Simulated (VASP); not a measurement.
# GeSbTe3 (R3m) in VASP: single point with r2SCAN

Aim: the single point of GeSbTe3 with r2SCAN.

All numbers are computed with VASP 6.6.1; they aren't measurements. Logs are shortened: lines on timing, memory, paths and dates and some standing lists are left out, and cuts for length are marked.

### 1 Starting point

Symmetry: R3m, No. 160, trigonal system. The conventional cell has a = 4.207 Å, b = 4.207 Å, c = 29.614 Å, α = 90.00°, β = 90.00°, γ = 120.00°. Around Ge (site symmetry 3m) lie 6 Te at 2.86 to 3.14 Å. Around Sb (site symmetry 3m) lie 6 Te at 3.04 to 3.12 Å. Around Te (site symmetry 3m) lie 3 Sb at 3.12 Å and 3 Ge at 3.14 Å. Te (site symmetry 3m) has 3 Sb at 3.04 Å as nearest neighbours. Te (site symmetry 3m) is surrounded by 3 Ge at 2.86 Å.

The cell comes from a database or a generator and needn't be the stable form of this composition.

### 2 Single point, r2SCAN

File POSCAR:

```
GeSbTe3
1.0
    2.1034800504      1.2144447733      9.8714625907
   -2.1034800504      1.2144447733      9.8714625907
    0.0000000000     -2.4288895466      9.8714625907
Ge Sb Te
1 1 3
Direct
    0.5978230000      0.5978230000      0.5978230000
    0.3977000000      0.3977000000      0.3977000000
    0.9983600000      0.9983600000      0.9983600000
    0.7925750000      0.7925750000      0.7925750000
    0.2135430000      0.2135430000      0.2135430000
```

File INCAR.step1:

```
PREC = Accurate ; ENCUT = 520
ISMEAR = 0 ; SIGMA = 0.1
LREAL = F ; LASPH = T
NELM = 100 ; NBANDS = 26
GGA = PE ; ALGO = Normal
EDIFF = 1E-4 ; LWAVE = T
LCHARG = F
```

File INCAR.step2:

```
PREC = Accurate ; ENCUT = 520
EDIFF = 1E-6 ; ISMEAR = 0
SIGMA = 0.1 ; LREAL = F
LASPH = T ; NELM = 100
ALGO = Normal ; ISIF = 2
LWAVE = F ; LCHARG = F
METAGGA = R2SCAN ; LMIXTAU = T
NBANDS = 26 ; ISTART = 1
```

File KPOINTS:

```
regular mesh
0
Gamma
  6 6 6
```

Potentials or basis: VASP PAW PBE potentials, release 64 (Ge_d, Sb, Te).

Command:

```console
> cat potpaw_PBE.64/Ge_d/POTCAR potpaw_PBE.64/Sb/POTCAR potpaw_PBE.64/Te/POTCAR > POTCAR
> cp INCAR.step1 INCAR
> mpirun -np 1 vasp_std > vasp.out
> cp INCAR.step2 INCAR
> mpirun -np 1 vasp_std > vasp.out
```

OUTCAR:

```text
PREC = Accurate
   ENCUT = 520
   EDIFF = 1E-6
   ISMEAR = 0
   LREAL = F
   LASPH = T
   NELM = 100
   ISIF = 2
   METAGGA = R2SCAN
   ISTART = 1

 ion  position               nearest neighbor table
   1  0.598  0.598  0.598-   5 2.86   5 2.86   5 2.86   3 3.14   3 3.14   3 3.14
   2  0.398  0.398  0.398-   4 3.04   4 3.04   4 3.04   3 3.12   3 3.12   3 3.12
   3  0.998  0.998  0.998-   2 3.12   2 3.12   2 3.12   1 3.14   1 3.14   1 3.14
   4  0.793  0.793  0.793-   2 3.04   2 3.04   2 3.04   5 3.55   5 3.55   5 3.55
   5  0.214  0.214  0.214-   1 2.86   1 2.86   1 2.86   4 3.55   4 3.55   4 3.55

  LATTYP: Found a trigonal (rhomboedric) cell.
 ALAT       =    10.1658879646
 COS(alpha) =     0.9143719306

  Lattice vectors:

 A1 = (   2.1034800504,   1.2144447733,   9.8714625907)
 A2 = (  -2.1034800504,   1.2144447733,   9.8714625907)
 A3 = (   0.0000000000,  -2.4288895466,   9.8714625907)

Analysis of symmetry for initial positions (statically):
=====================================================================
 Subroutine PRICEL returns:
 Original cell was already a primitive cell.

 Routine SETGRP: Setting up the symmetry group for a
 trigonal (rhombohedral) supercell.

 Subroutine GETGRP returns: Found  6 space group operations
 (whereof  6 operations were pure point group operations)
 out of a pool of 12 trial point group operations.

The static configuration has the point symmetry C_3v.

Analysis of symmetry for dynamics (positions and initial velocities):
=====================================================================
 Subroutine PRICEL returns:
 Original cell was already a primitive cell.

 Routine SETGRP: Setting up the symmetry group for a
 trigonal (rhombohedral) supercell.

 Subroutine GETGRP returns: Found  6 space group operations
 (whereof  6 operations were pure point group operations)
 out of a pool of 12 trial point group operations.

The dynamic configuration has the point symmetry C_3v.

 Subroutine INISYM returns: Found  6 space group operations
 (whereof  6 operations are pure point group operations),
 and found     1 'primitive' translations

----------------------------------------------------------------------------------------

                                     Primitive cell

  volume of cell :     151.3035

  direct lattice vectors                    reciprocal lattice vectors
     2.103480050  1.214444773  9.871462591     0.237701327  0.137236925  0.033767370
    -2.103480050  1.214444773  9.871462591    -0.237701327  0.137236925  0.033767370
     0.000000000 -2.428889547  9.871462591     0.000000000 -0.274473851  0.033767370

  length of vectors
    10.165887965 10.165887965 10.165887965     0.276543179  0.276543179  0.276543179

  position of ions in fractional coordinates (direct lattice)
     0.597823000  0.597823000  0.597823000
     0.397700000  0.397700000  0.397700000
     0.998360000  0.998360000  0.998360000
     0.792575000  0.792575000  0.792575000
     0.213543000  0.213543000  0.213543000

  ion indices of the primitive-cell ions
   primitive index   ion index
                 1           1
                 2           2
                 3           3
                 4           4
                 5           5

----------------------------------------------------------------------------------------

 KPOINTS: regular mesh

Automatic generation of k-mesh.
 Grid dimensions read from file:
 generate k-points for:    6    6    6

 Generating k-lattice:

  Cartesian coordinates                     Fractional coordinates (reciprocal lattice)
     0.039616888  0.022872821  0.005627895     0.166666667 -0.000000000 -0.000000000
    -0.039616888  0.022872821  0.005627895    -0.000000000  0.166666667 -0.000000000
     0.000000000 -0.045745642  0.005627895    -0.000000000 -0.000000000  0.166666667

  Length of vectors
     0.046090530  0.046090530  0.046090530

  Shift w.r.t. Gamma in fractional coordinates (k-lattice)
     0.000000000  0.000000000  0.000000000

 Subroutine IBZKPT returns following result:
 ===========================================

 Found     32 irreducible k-points:

 Following reciprocal coordinates:
            Coordinates               Weight
  0.000000  0.000000  0.000000      1.000000
  0.166667  0.000000  0.000000      6.000000
  0.333333 -0.000000  0.000000      6.000000
  0.500000 -0.000000  0.000000      3.000000
  0.166667  0.166667  0.000000      6.000000
  0.333333  0.166667  0.000000     12.000000
[... 16 lines left out ...]
  0.500000  0.500000  0.166667      6.000000
 -0.333333  0.500000  0.166667     12.000000
 [... further k-points ...]
   k-points           NKPTS =     32   k-points in BZ     NKDIM =     32   number of bands    NBANDS=     26
   number of dos      NEDOS =    301   number of ions     NIONS =      5
   total plane-waves  NPLWV = 512000
   dimension x,y,z NGX =    80 NGY =   80 NGZ =   80
   dimension x,y,z NGXF=   160 NGYF=  160 NGZF=  160
   ions per type =               1   1   3
   NGX,Y,Z   is equivalent  to a cutoff of  13.08, 13.08, 13.08 a.u.
   NGXF,Y,Z  is equivalent  to a cutoff of  26.17, 26.17, 26.17 a.u.
 SYSTEM =  unknown system
   PREC   = accura    normal or accurate (medium, high low for compatibility)
   ISTART =      1    job   : 0-new  1-cont  2-samecut
   ICHARG =      0    charge: 1-file 2-atom 10-const
   ISPIN  =      1    spin polarized calculation?
   LNONCOLLINEAR =      F non collinear calculations
   LSORBIT =      F    spin-orbit coupling
   LASPH  =      T    aspherical Exc in radial PAW
   ENCUT  =  520.0 eV  38.22 Ry    6.18 a.u.  18.90 18.90 18.90*2*pi/ulx,y,z
   NELM   =    100;   NELMIN=  2; NELMDL=  0     # of ELM steps
   EDIFF  = 0.1E-05   stopping-criterion for ELM
   LREAL  =      F    real-space projection
   EDIFFG = 0.1E-04   stopping-criterion for IOM
   NSW    =      0    number of steps for IOM
   IBRION =     -1    ionic relax: 0-MD 1-quasi-New 2-CG
   NFREE  =      0    steps in history (QN), initial steepest desc. (CG)
   ISIF   =      2    stress and relaxation
   ISYM   =      2    0-nonsym 1-usesym 2-fastsym
   POTIM  = 0.5000    time-step for ionic-motion
   TEBEG  =    0.0;   TEEND  =   0.0 temperature during run
   PSTRESS=    0.0 pullay stress
   NELECT =      37.0000    total number of electrons
   NUPDOWN=      -1.0000    fix difference up-down
   EMIN   =  10.00;   EMAX   =-10.00  energy-range for DOS
   EFERMI =   0.00;   METHOD = LEGACY
   ISMEAR =     0;   SIGMA  =   0.10  broadening in eV -4-tet -1-fermi 0-gaus
   EFERMI_NEDOS =   21; number of points for ismear=-14 and -15
   IALGO  =     38    algorithm
   IMIX   =      4    mixing-type and parameters
     AMIX     =   0.40;   BMIX     =  1.00
     AMIX_MAG =   1.60;   BMIX_MAG =  1.00
  volume/ion in A,a.u.               =      30.26       204.21
  Fermi-wavevector in a.u.,A,eV,Ry     =   1.023747  1.934600 14.259680  1.048057
  Thomas-Fermi vector in A             =   2.157497
   LORBIT       =      0    0 simple, 1 ext, 2 COOP (PROOUT), +10 PAW based schemes
   METAGGA = R2SCAN    functional components
   LHFCALC =     F    Hartree Fock is set to
   AEXX    =    0.0000 exact exchange contribution
   IVDW    =     0    specifies the selected vdW correction
   LEPSILON=     F    determine dielectric tensor
   LRPA    =     F    only Hartree local field effects (RPA)
 non-spin polarized calculation
 Gauss-broadening in eV      SIGMA  =   0.10
  energy-cutoff  :      520.00
  volume of cell :      151.30
 maximum number of plane-waves:      4094
 NGX is ok and might be reduce to    80
   NGX = 37   NGY = 37   NGZ = 37

 number of electron      37.0000003 magnetization

 Free energy of the ion-electron system (eV)
  ---------------------------------------------------
  ext. energy  EPLUGINS =         0.00000000
  ---------------------------------------------------
  free energy    TOTEN  =      -116.03415069 eV

  energy without entropy =     -116.02229649  energy(sigma->0) =     -116.02822359

 E-fermi :   5.7963     XC(G=0):  -9.9697

 val. band max:        5.7574312317   @ k =   0.3333   0.1667   0.0000
 cond. band min:       5.8473615511   @ k =  -0.3333   0.5000   0.1667
 fundamental gap:      0.0899303194
 Fermi energy:         5.7963091409

 k-point     1 :       0.0000    0.0000    0.0000
  band No.  band energies     occupation
      1     -19.5283      2.00000
      2     -19.5283      2.00000
      3     -19.5223      2.00000
      4     -19.5142      2.00000
      5     -19.5142      2.00000
      6      -7.5751      2.00000
[... 18 lines left out ...]
     25       8.7692      0.00000
     26      11.2262      0.00000

 k-point     2 :       0.1667    0.0000    0.0000
  band No.  band energies     occupation
      1     -19.5292      2.00000
      2     -19.5282      2.00000
      3     -19.5219      2.00000
      4     -19.5142      2.00000
      5     -19.5135      2.00000
      6      -7.3021      2.00000
[... 18 lines left out ...]
     25       9.7670      0.00000
     26      10.6847      0.00000

 k-point     3 :       0.3333   -0.0000    0.0000
  band No.  band energies     occupation
      1     -19.5310      2.00000
      2     -19.5281      2.00000
      3     -19.5210      2.00000
      4     -19.5143      2.00000
      5     -19.5122      2.00000
      6      -6.5307      2.00000
[... 572 lines left out ...]
 k-point    23 :       0.5000    0.5000    0.1667
  band No.  band energies     occupation
      1     -19.5310      2.00000
      2     -19.5281      2.00000
      3     -19.5210      2.00000
      4     -19.5143      2.00000
      5     -19.5122      2.00000
      6      -6.4239      2.00000
[... 18 lines left out ...]
     25      10.1048      0.00000
     26      11.1261      0.00000

 k-point    24 :      -0.3333    0.5000    0.1667
  band No.  band energies     occupation
      1     -19.5314      2.00000
      2     -19.5286      2.00000
      3     -19.5205      2.00000
      4     -19.5139      2.00000
      5     -19.5120      2.00000
      6      -5.7925      2.00000
[... 18 lines left out ...]
     25      10.7917      0.00000
     26      11.7393      0.00000

 [... further k-points ...]

------------------------ aborting loop because EDIFF is reached ----------------------------------------

  FORCE on cell =-STRESS in cart. coord.  units (eV):
  Direction    XX          YY          ZZ          XY          YZ          ZX
  --------------------------------------------------------------------------------------
  -------------------------------------------------------------------------------------
  Total       -0.8035023     -0.8035023     -0.6904663      0.0000000      0.0000000     -0.0000000
  in kB       -8.5084173     -8.5084173     -7.3114603      0.0000000      0.0000000     -0.0000000
  external PRESSURE =      -8.1094317 kB  Pullay stress =       0.0000000 kB

 VOLUME and BASIS-vectors are now :
 -----------------------------------------------------------------------------
  energy-cutoff  :      520.00
  volume of cell :      151.30
      direct lattice vectors                 reciprocal lattice vectors
     2.103480050  1.214444773  9.871462591     0.237701327  0.137236925  0.033767370
    -2.103480050  1.214444773  9.871462591    -0.237701327  0.137236925  0.033767370
     0.000000000 -2.428889547  9.871462591     0.000000000 -0.274473851  0.033767370

 POSITION                                       TOTAL-FORCE (eV/Angst)
 -----------------------------------------------------------------------------------
      0.00000      0.00000     17.70416         0.000000     -0.000000     -0.044873
      0.00000      0.00000     11.77764         0.000000     -0.000000      0.034179
      0.00000      0.00000     29.56582         0.000000      0.000000     -0.021823
      0.00000      0.00000     23.47162         0.000000      0.000000     -0.277489
      0.00000      0.00000      6.32395         0.000000     -0.000000      0.310006
 -----------------------------------------------------------------------------------
    total drift:                               -0.000000      0.000000     -0.001458

  FREE ENERGIE OF THE ION-ELECTRON SYSTEM (eV)
  ---------------------------------------------------
  free  energy   TOTEN  =      -116.0341506894 eV

  energy  without entropy=     -116.0222964916  energy(sigma->0) =     -116.02822359
```

Wall time 39 min (1 thread of Intel Xeon Platinum 8259CL at 2.50GHz (Skylake/Cascade Lake), shared host); peak memory 1.2 GiB.

What came out:

* Free energy: -116.0342 eV
* Pressure: -0.8 GPa
* Largest force: 0.310 eV/Å
* Band gap on the k mesh: none (metal or under the smearing width)

Forces on the atoms (eV/Å):
```
Ge   0.000  0.000 -0.045
Sb   0.000  0.000  0.034
Te   0.000  0.000 -0.022
Te   0.000  0.000 -0.277
Te   0.000  0.000  0.310
```

Stress tensor (GPa, compression positive):
```
-0.85  0.00  0.00
 0.00 -0.85  0.00
 0.00  0.00 -0.73
```

Levels at points of the mesh, in eV from the Fermi level:
| k point | band 16 | band 17 | band 18 | band 19 | band 20 | band 21 |
| --- | --- | --- | --- | --- | --- | --- |
| (0.00, 0.00, 0.00) | -1.23 | -0.63 | -0.63 | 0.89 | 1.19 | 1.19 |
| (0.50, 0.00, 0.00) | -2.79 | -2.27 | -0.74 | 0.23 | 1.41 | 1.62 |
| (0.50, 0.50, 0.00) | -1.60 | -1.40 | -1.27 | -0.43 | 1.45 | 2.21 |
| (0.50, 0.50, 0.50) | -0.87 | -0.87 | -0.37 | 0.50 | 1.60 | 1.60 |

Caveat: the PAW data sets were made with another functional, which shifts forces and pressure a little.
